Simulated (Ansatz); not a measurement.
# C (Fd-3m) in Ansatz: a series of runs

The runs below take C through single point, relaxation of cell and atoms, with PBE, LDA, PBEsol, RPBE.

Everything below comes from runs of Ansatz 0.2.0. Logs are shortened: lines on timing, memory, paths and dates and some standing lists are left out, and cuts for length are marked.

## (1) The structure

The structure is cubic, space group Fd-3m (No. 227). The conventional cell has a = 3.567 Å, b = 3.567 Å, c = 3.567 Å, α = 90.00°, β = 90.00°, γ = 90.00°. C (site symmetry -43m) is surrounded by 4 C at 1.54 Å.

This isn't the form of C at room conditions, which is graphite.

## (2) Single point, PBE

Contents of input.yaml:

```yaml
crystal:
  lattice:
    - [0.0, 1.78337, 1.78337]
    - [1.78337, 0.0, 1.78337]
    - [1.78337, 1.78337, 0.0]
  atoms:
    - { symbol: C, position: [0.75, 0.75, 0.75] }
    - { symbol: C, position: [0.5, 0.5, 0.5] }
hamiltonian:
  xc: pbe
  pseudopotentials: { kind: paw }
kpoints:
  mp_grid: { grid: [13, 13, 13] }
scf:
  occupations: { method: gaussian, width: 0.011 }
output:
  forces: true
  stress: true
  eigenvalues: true
```

Potentials or basis: Ansatz PAW.

Run with:

```sh
ansatz run input.yaml --threads 2 --pin off --max-ram 5632MiB --backend cpu --events-out ev --progress --plain --runs-dir out
```

Output:

```text
Warning: RAYON_NUM_THREADS=2 ignored (pool sized by the plan → 2); use --threads N
Engine: ansatz 0.2.0, aarch64-unknown-linux-gnu
Pseudopotentials: kind: paw
Pseudopotential: C, paw, valence charge 4, recommended cutoff 420 eV (normal), C.paw.azcp
Functional definition: PBE
  parameter kappa = 0.804
  parameter beta = 0.06672455060314922
  exchange = pbe_x(kappa = kappa, mu = beta*pi^2/3)
  correlation = pbe_c(beta = beta)
Crystal: 2 atoms, lattice volume = 11.344 Å³
Basis set: ecut = 420 eV, 229 PW (Γ), exchange–correlation on 36×36×36 points (8 copies of the dense FFT grid, shifted against one another)
Bands: 8, of which v1, the nominal top of the filled ones, is band 4 counted from 1 (3 counted from 0)
Symmetry: 48 space group operations
Space group: Fd-3m (ITA 227), of the structure as read, at distance tolerance 2.2e-5 Å
k-points: 84 of 2197
Non-local potential: C, projectors of the file, l = 0: 2, l = 1: 2, l = 2: 1
PAW form: soft (Blöchl's): semilocal exchange-correlation on the pseudo side does not see the compensation charge
PAW one-centre angular grid: C, 110 points (default); XC on 64 Gauss nodes
Initial density: superposition of atomic densities (neutral atoms: chi_scale 0, normalization atom), corrected by the library's trained network
Initial wavefunctions: pseudopotential atomic-orbital guess
Functional: x = pbe(κ = 0.804, μ = 0.2195149727645171), c = pbe(β = 0.06672455060314922)
SCF iter   1: F=—  HF=-501.615328 eV  |F-HF|=—  |Δ(HF+E_count)|=         —  Δρ=1.76e-3  dr2=9.21e-5  ethr=1.77e-3  ⟨swp⟩=5.3  Hψ=4431  notcnv=0
preconditioner: auto → none  [insulator: Δε(μ)=4.159 eV  Ē_g=19.632 eV  σ=0.011 eV  W_gap=1.00  n_scr=0 (ndim 8)  ℏωp=31.2 eV  f_vac=0.000  D(μ)=0.00/eV (n_scr^D=0)  ε∞_Penn≈3.5]
SCF iter   2: F=—  HF=-501.615446 eV  |F-HF|=—  |Δ(HF+E_count)|=   1.19e-4  Δρ=9.02e-4  dr2=2.48e-5  ethr=1.15e-6  ⟨swp⟩=2.1  Hψ=1931  notcnv=0
SCF iter   3: F=—  HF=-501.615499 eV  |F-HF|=—  |Δ(HF+E_count)|=   5.23e-5  Δρ=1.30e-4  dr2=1.21e-6  ethr=3.10e-7  ⟨swp⟩=2.0  Hψ=1254  notcnv=0
SCF iter   4: F=—  HF=-501.615498 eV  |F-HF|=—  |Δ(HF+E_count)|=   4.05e-7  Δρ=5.91e-5  dr2=2.14e-7  ethr=1.51e-8  ⟨swp⟩=1.2  Hψ=706  notcnv=0
iter 5 did not close the SCF: its close was put off for the readings that it lacked (scf_convergence_deferred on its scf_iter line)
SCF iter   5: F=-501.615498 eV  HF=-501.615498 eV  |F-HF|=7.62e-11  |Δ(HF+E_count)|=   1.29e-8  Δρ=3.82e-6  dr2=6.63e-10  ethr=2.67e-9  ⟨swp⟩=2.4  Hψ=1000  notcnv=0
SCF iter   6: F=-501.615498 eV  HF=-501.615498 eV  |F-HF|=8.53e-12  |Δ(HF+E_count)|=  1.57e-10  Δρ=4.06e-7  dr2=5.13e-12  ethr=8.29e-12  ⟨swp⟩=1.4  Hψ=2020  notcnv=0
SCF 1 converged in 6 iterations: F = -501.615498 eV  dr2 = 5.13e-12
SCF converged after 6 iterations
Free energy (F): -501.615498 eV
Harris-Foulkes:  -501.615498 eV  (|F-HF|=8.53e-12)
Internal energy: -501.615498 eV  (E = F + TS)
E sigma→0 (E₀):  -501.615498 eV
Fermi energy:    15.391358 eV
--- Per-component energies (eV) ---
  E_band       = 34.706522
  E_kinetic    = 184.535780
  E_local      = -122.399871  (includes V_loc(G=0)·N_el)
  E_nonlocal   = 53.316457
  E_hartree    = 26.768433
  E_xc         = -97.431438
  E_vxc        = -120.957160  (∫ρ·V_xc dr)
  E_paw        = -198.443513  (= ΣΔE_a)
  E_vpaw       = -13.325562  (= ΣTr[D̂ρ^β])
  E_aug_tail   = 0.000018  (compensation charges beyond the density's cutoff)
  E_ewald      = -347.961363
  E_smearing   = -0.000000  (= −TS)
  E_closure    = 0.000000  (closes the sum)
  Σ components = -501.615498   (vs F -501.615498, Δ=0.00e0)
--- Forces (eV/Å), atoms counted from 1 ---
  atom   1  C      0.00000000     0.00000000     0.00000000
  atom   2  C      0.00000000     0.00000000    -0.00000000
  max |Σ_I F_I| component: 1.85e-16 eV/Å
--- Stress (GPa, compression-positive) ---
        1.776104       0.000000      -0.000000
        0.000000       1.776104      -0.000000
       -0.000000      -0.000000       1.776104
  P = ⅓ Tr σ = 1.7761 GPa (17.761 kbar)
--- Band table (eV; the first three rows and the last of 84) ---
  k-point 0: bands = ["-8.1626", "13.3165", "13.3165", "13.3165", "18.9104", "18.9104", "18.9104", "26.5945"]
  k-point 1: bands = ["-7.9988", "12.2497", "13.0366", "13.0366", "19.2753", "19.2753", "19.5390", "26.7366"]
  k-point 2: bands = ["-7.5090", "9.9811", "12.4063", "12.4063", "20.1018", "20.1018", "20.5594", "27.1504"]
  k-point 83: bands = ["0.5349", "1.9840", "4.6652", "5.6449", "23.5143", "23.5954", "25.3910", "26.6939"]
```

Run time: 0.45 s. Hardware: 2 threads of Arm Neoverse V1, shared host; peak memory 0.24 GiB.

Results:

```
Free energy            : -501.6155 eV
Pressure               : 1.8 GPa
Band gap on the k mesh : 4.15 eV, indirect (least direct gap 5.59 eV)
```

Levels at points of the mesh, in eV from the valence-band top:
| k point | band 2 | band 3 | band 4 | band 5 | band 6 | band 7 |
| --- | --- | --- | --- | --- | --- | --- |
| (0.00, 0.00, 0.00) | 0.00 | 0.00 | 0.00 | 5.59 | 5.59 | 5.59 |

Caveat: odd divisions of the mesh miss points on the zone boundary, where band edges often lie, so the gap on the mesh can be too wide; the pressure holds a Pulay correction of +1.0 GPa for the finite cutoff. A k mesh can miss the band edges.

## (3) Relaxation of cell and atoms, PBE

input.yaml: that of step 2 with these lines changed.

```diff
@@ -14,3 +14,3 @@
 scf:
-  occupations: { method: gaussian, width: 0.011 }
+  occupations: { method: fermi_dirac, width: 0.05 }
 output:
@@ -18,2 +18,9 @@
   stress: true
-  eigenvalues: true
+  write_density: true
+  write_potential: true
+  elf: true
+  volumetric_format: npy
+relax:
+  f_tol: 0.01
+  max_steps: 40
+  cell: { stress_tol: 0.05 }
```

Potentials or basis: Ansatz PAW.

Run with:

```sh
ansatz run input.yaml --threads 2 --pin off --max-ram 5632MiB --backend cpu --events-out ev --progress --plain --runs-dir out
```

Run time: 1.6 s. Hardware: 2 threads of Arm Neoverse V1, shared host; peak memory 0.26 GiB.

It converged, with:

```
Free energy                            : -501.6157 eV
Relaxed volume                         : 5.69 Å³/atom
Relaxed cell                           : a = 2.525 Å, b = 2.525 Å, c = 2.525 Å, α = 60.00°, β = 60.00°, γ = 60.00°
Space group after relaxing (to 0.05 Å) : Fd-3m (No. 227)
Energy gained by relaxing              : 0.1 meV/atom
Ionic steps                            : 4
Pressure after relaxing                : 0.0 GPa
Band gap on the k mesh                 : 4.14 eV, indirect (least direct gap 5.58 eV)
```

The path:
| step | energy change (eV) | largest force (eV/Å) | volume (Å³) |
| --- | --- | --- | --- |
| 1 | 0.0000 | 0.0000 | 11.34 |
| 2 | 0.0000 | 0.0000 | 11.37 |
| 3 | 0.0000 | 0.0000 | 11.39 |
| 4 | -0.0002 | 0.0000 | 11.39 |

Final structure:
```xyz
2
Lattice="0.0000 1.7857 1.7857 1.7857 0.0000 1.7857 1.7857 1.7857 0.0000" Properties=species:S:1:pos:R:3 pbc="T T T"
C     2.6786    2.6786    2.6786
C     1.7857    1.7857    1.7857
```

Levels at points of the mesh, in eV from the valence-band top:
```tsv
k point	band 1	band 2	band 3	band 4	band 5	band 6	band 7	band 8
(0.00, 0.00, 0.00)	-21.43	0.00	0.00	0.00	5.58	5.58	5.58	13.19
```

Caveat: odd divisions of the mesh miss points on the zone boundary, where band edges often lie, so the gap on the mesh can be too wide; the plane-wave basis is chosen anew once the cell has moved, so the energies of steps on either side of that aren't comparable; the pressure holds a Pulay correction of +1.0 GPa for the finite cutoff.

## (4) Relaxation of cell and atoms, LDA

input.yaml: that of step 3 with these lines changed.

```diff
@@ -9,3 +9,3 @@
 hamiltonian:
-  xc: pbe
+  xc: lda
   pseudopotentials: { kind: paw }
@@ -18,6 +18,2 @@
   stress: true
-  write_density: true
-  write_potential: true
-  elf: true
-  volumetric_format: npy
 relax:
```

Run with:

```sh
ansatz run input.yaml --threads 2 --pin off --max-ram 5632MiB --backend cpu --events-out ev --progress --plain --runs-dir out
```

It took 2.4 s on 2 threads of Arm Neoverse V1, shared host; peak memory 0.25 GiB.

Results (log left out):

```
Free energy                            : -485.9852 eV
Relaxed volume                         : 5.51 Å³/atom
Relaxed cell                           : a = 2.497 Å, b = 2.497 Å, c = 2.497 Å, α = 60.00°, β = 60.00°, γ = 60.00°
Space group after relaxing (to 0.05 Å) : Fd-3m (No. 227)
Energy gained by relaxing              : 6.9 meV/atom
Ionic steps                            : 7
Pressure after relaxing                : 0.0 GPa
Band gap on the k mesh                 : 4.18 eV
```

The path:
| step | energy change (eV) | largest force (eV/Å) | volume (Å³) |
| --- | --- | --- | --- |
| 1 | 0.0000 | 0.0000 | 11.34 |
| 2 | -0.0132 | 0.0000 | 11.14 |
| 3 | -0.0162 | 0.0000 | 11.02 |
| 4 | -0.0162 | 0.0000 | 11.02 |
| 5 | -0.0138 | 0.0000 | 11.02 |
| 6 | -0.0138 | 0.0000 | 11.01 |
| 7 | -0.0138 | 0.0000 | 11.01 |

Final structure:
```
C
1.0
     0.00000    1.76587    1.76587
     1.76587    0.00000    1.76587
     1.76587    1.76587    0.00000
C
2
Direct
  0.75000 0.75000 0.75000
  0.50000 0.50000 0.50000
```

Caveat: odd divisions of the mesh miss points on the zone boundary, where band edges often lie, so the gap on the mesh can be too wide; the plane-wave basis is chosen anew once the cell has moved, so the energies of steps on either side of that aren't comparable; the pressure holds a Pulay correction of +1.3 GPa for the finite cutoff; the PAW data sets come from PBE, with cores solved anew for the run's functional, which leaves a small shift of forces and pressure.

## (5) Relaxation of cell and atoms, PBEsol

input.yaml: that of step 4 with these lines changed.

```diff
@@ -9,3 +9,3 @@
 hamiltonian:
-  xc: lda
+  xc: pbesol
   pseudopotentials: { kind: paw }
```

Run with:

```sh
ansatz run input.yaml --threads 2 --pin off --max-ram 5632MiB --backend cpu --events-out ev --progress --plain --runs-dir out
```

It took 2.2 s on 2 threads of Arm Neoverse V1, shared host; peak memory 0.26 GiB.

The run converged. Its results:

- Free energy: -493.3359 eV
- Relaxed volume: 5.61 Å³/atom
- Relaxed cell: a = 2.513 Å, b = 2.513 Å, c = 2.513 Å, α = 60.00°, β = 60.00°, γ = 60.00°
- Space group after relaxing (to 0.05 Å): Fd-3m (No. 227)
- Energy gained by relaxing: 0.9 meV/atom
- Ionic steps: 6
- Pressure after relaxing: 0.0 GPa
- Band gap on the k mesh: 4.04 eV

The path:
| step | energy change (eV) | largest force (eV/Å) | volume (Å³) |
| --- | --- | --- | --- |
| 1 | 0.0000 | 0.0000 | 11.34 |
| 2 | -0.0020 | 0.0000 | 11.27 |
| 3 | -0.0026 | 0.0000 | 11.22 |
| 4 | -0.0019 | 0.0000 | 11.22 |
| 5 | -0.0019 | 0.0000 | 11.22 |
| 6 | -0.0018 | 0.0000 | 11.22 |

Final structure:
```
CELL_PARAMETERS angstrom
0.00000 1.77690 1.77690
1.77690 0.00000 1.77690
1.77690 1.77690 0.00000
ATOMIC_POSITIONS crystal
C 0.75000 0.75000 0.75000
C 0.50000 0.50000 0.50000
```

Caveat: odd divisions of the mesh miss points on the zone boundary, where band edges often lie, so the gap on the mesh can be too wide; the plane-wave basis is chosen anew once the cell has moved, so the energies of steps on either side of that aren't comparable; the pressure holds a Pulay correction of +1.0 GPa for the finite cutoff; the PAW data sets come from PBE, with cores solved anew for the run's functional, which leaves a small shift of forces and pressure.

## (6) Relaxation of cell and atoms, RPBE

input.yaml: that of step 5 with these lines changed.

```diff
@@ -9,3 +9,3 @@
 hamiltonian:
-  xc: pbesol
+  xc: rpbe
   pseudopotentials: { kind: paw }
@@ -18,2 +18,6 @@
   stress: true
+  write_density: true
+  write_potential: true
+  elf: true
+  volumetric_format: npy
 relax:
```

Potentials or basis: Ansatz PAW.

Run with:

```sh
ansatz run input.yaml --threads 2 --pin off --max-ram 5632MiB --backend cpu --events-out ev --progress --plain --runs-dir out
```

Wall time 2.8 s (2 threads of Arm Neoverse V1, shared host); peak memory 0.26 GiB.

It converged, with:

* Free energy: -504.0995 eV
* Relaxed volume: 5.78 Å³/atom
* Relaxed cell: a = 2.538 Å, b = 2.538 Å, c = 2.538 Å, α = 60.00°, β = 60.00°, γ = 60.00°
* Space group after relaxing (to 0.05 Å): Fd-3m (No. 227)
* Energy gained by relaxing: 2.6 meV/atom
* Ionic steps: 7
* Pressure after relaxing: 0.0 GPa
* Band gap on the k mesh: 4.11 eV, indirect (least direct gap 5.55 eV)

Step by step:
```tsv
step	energy change (eV)	largest force (eV/Å)	volume (Å³)
1	0.0000	0.0000	11.34
2	-0.0036	0.0000	11.47
3	-0.0039	0.0000	11.55
4	-0.0039	0.0000	11.55
5	-0.0052	0.0000	11.55
6	-0.0052	0.0000	11.55
7	-0.0052	0.0000	11.55
```

Final structure:
```cif
data_structure
_symmetry_space_group_name_H-M 'P 1'
_symmetry_Int_Tables_number 1
_cell_length_a 2.5375
_cell_length_b 2.5375
_cell_length_c 2.5375
_cell_angle_alpha 60.000
_cell_angle_beta 60.000
_cell_angle_gamma 60.000
_cell_volume 11.55
loop_
_atom_site_label
_atom_site_type_symbol
_atom_site_fract_x
_atom_site_fract_y
_atom_site_fract_z
_atom_site_occupancy
C1 C 0.75000 0.75000 0.75000 1
C2 C 0.50000 0.50000 0.50000 1
```

Levels at points of the mesh, in eV from the valence-band top:
| k point | band 1 | band 2 | band 3 | band 4 | band 5 | band 6 | band 7 | band 8 |
| --- | --- | --- | --- | --- | --- | --- | --- | --- |
| (0.00, 0.00, 0.00) | -21.31 | 0.00 | 0.00 | 0.00 | 5.55 | 5.55 | 5.55 | 12.81 |

Caveat: odd divisions of the mesh miss points on the zone boundary, where band edges often lie, so the gap on the mesh can be too wide; the plane-wave basis is chosen anew once the cell has moved, so the energies of steps on either side of that aren't comparable; the pressure holds a Pulay correction of +0.9 GPa for the finite cutoff; the PAW data sets come from PBE, with cores solved anew for the run's functional, which leaves a small shift of forces and pressure.

## (7) Summary

| task | level | cell | smearing | gap on the mesh (eV) | pressure (GPa) | relaxed volume (Å³/atom) |
| --- | --- | --- | --- | --- | --- | --- |
| single point | PBE | as given | gaussian 0.011 eV | 4.15 | 1.8 | - |
| relaxation of cell and atoms | PBE | relaxed | fermi-dirac 0.05 eV | 4.14 | 0.0 | 5.69 |
| relaxation of cell and atoms | LDA | relaxed | fermi-dirac 0.05 eV | 4.18 | 0.0 | 5.51 |
| relaxation of cell and atoms | PBEsol | relaxed | fermi-dirac 0.05 eV | 4.04 | 0.0 | 5.61 |
| relaxation of cell and atoms | RPBE | relaxed | fermi-dirac 0.05 eV | 4.11 | 0.0 | 5.78 |

Alike in all rows: potentials or basis Ansatz PAW; no spin polarisation; k mesh 13 × 13 × 13; cutoff (eV) 420.

Caveats: odd divisions of the mesh miss points on the zone boundary, where band edges often lie, so the gap on the mesh can be too wide; the plane-wave basis is chosen anew once the cell has moved, so the energies of steps on either side of that aren't comparable (some runs); the PAW data sets come from PBE, with cores solved anew for the run's functional, which leaves a small shift of forces and pressure (some runs).

Total energies depend on the potentials used, so only differences within one code and one set of settings carry meaning.

## (8) How close it comes

Step 3. The cell as given is a measured one (5.67 Å³/atom); PBE puts the equilibrium volume +0.4 % from it, thermal expansion not counted.

Step 4. The cell as given is a measured one (5.67 Å³/atom); LDA puts the equilibrium volume -2.9 % from it, thermal expansion not counted.

Step 5. The cell as given is a measured one (5.67 Å³/atom); PBEsol puts the equilibrium volume -1.1 % from it, thermal expansion not counted.

Step 6. The cell as given is a measured one (5.67 Å³/atom); RPBE puts the equilibrium volume +1.9 % from it, thermal expansion not counted.
